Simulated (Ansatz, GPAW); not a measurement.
This is a calculation of MgS (Niningerite) for GPAW 26.7.0 (ASE script). 

Contents of run.py:

```python
from ase.dft.bandgap import bandgap
from ase.io import read, write
from ase.units import Bohr, GPa
from gpaw import GPAW, PW, setup_paths
from gpaw.elf import elf_from_dft_calculation

setup_paths.insert(0, '.')

atoms = read('POSCAR')

calc = GPAW(mode=PW(800),
            xc='PBEsol',
            kpts={'size': (9, 9, 9), 'gamma': True},
            occupations={'name': 'methfessel-paxton', 'order': 0, 'width': 0.02},
            nbands=16,
            convergence={'density': 1e-05, 'energy': 1e-05},
            maxiter=150,
            txt='gpaw.txt')
atoms.calc = calc
energy = atoms.get_potential_energy()
forces = atoms.get_forces()
stress = atoms.get_stress()
calc.write('gs.gpw')
write('result.traj', atoms)
print(f'Energy: {energy:.6f} eV')
print('Forces (eV/A):')
print(forces.round(4))
print('Stress (GPa):', (stress / GPa).round(3))
print('Fermi level:', round(calc.get_fermi_level(), 4), 'eV')
print(f'Gap: {bandgap(calc)[0]:.4f} eV, direct: {bandgap(calc, direct=True)[0]:.4f} eV')

# fields on the real-space grid
write('density.cube', atoms, data=calc.get_pseudo_density() * Bohr**3)
write('potential.cube', atoms, data=calc.get_electrostatic_potential())
write('elf.cube', atoms, data=elf_from_dft_calculation(calc).data)
```

POSCAR

```
MgS
1.0
    0.0000000000      2.6016500000      2.6016500000
    2.6016500000      0.0000000000      2.6016500000
    2.6016500000      2.6016500000      0.0000000000
S Mg
1 1
Direct
    0.5000000000      0.5000000000      0.5000000000
    0.0000000000      0.0000000000      0.0000000000
```

Potentials or basis: PAW data sets generated in the run's folder for this functional, pw.

Command:

```sh
$ gpaw-setup -f PBEsol Mg S
$ OMP_NUM_THREADS=1 python run.py
```

**Question.** Set up the same calculation for Ansatz 0.2.0. Potentials or basis there: Ansatz PAW, cutoff 420 eV.

**Answer.** As run (cutoffs and basis follow the program's own potentials, and thresholds, step limits or extra output files can differ):

The input input.yaml:

```yaml
crystal:
  lattice:
    - [0.0, 2.60165, 2.60165]
    - [2.60165, 0.0, 2.60165]
    - [2.60165, 2.60165, 0.0]
  atoms:
    - { symbol: S, position: [0.5, 0.5, 0.5] }
    - { symbol: Mg, position: [0.0, 0.0, 0.0] }
hamiltonian:
  xc: pbesol
  pseudopotentials: { kind: paw }
kpoints:
  mp_grid: { grid: [9, 9, 9] }
scf:
  occupations: { method: gaussian, width: 0.02 }
output:
  forces: true
  stress: true
  eigenvalues: true
  write_density: true
  write_potential: true
  elf: true
  volumetric_format: npy
```

Potentials or basis: Ansatz PAW.

The run is started by

```console
$ ansatz run input.yaml --threads 1 --pin off --max-ram 3584MiB --backend cpu --events-out ev --progress --plain --runs-dir out
```

Both were run:

|  | GPAW | Ansatz |
| --- | --- | --- |
| Pressure | -0.9 GPa | -0.9 GPa |

Ansatz's pressure holds a Pulay term of +0.01 GPa for its cutoff of 420 eV, which the other run lacks.

Ansatz's potentials were made for PBE.

Where Ansatz's input types no cutoff or centring, it takes its own default and a Γ-centred mesh.

Pressure is positive in compression.
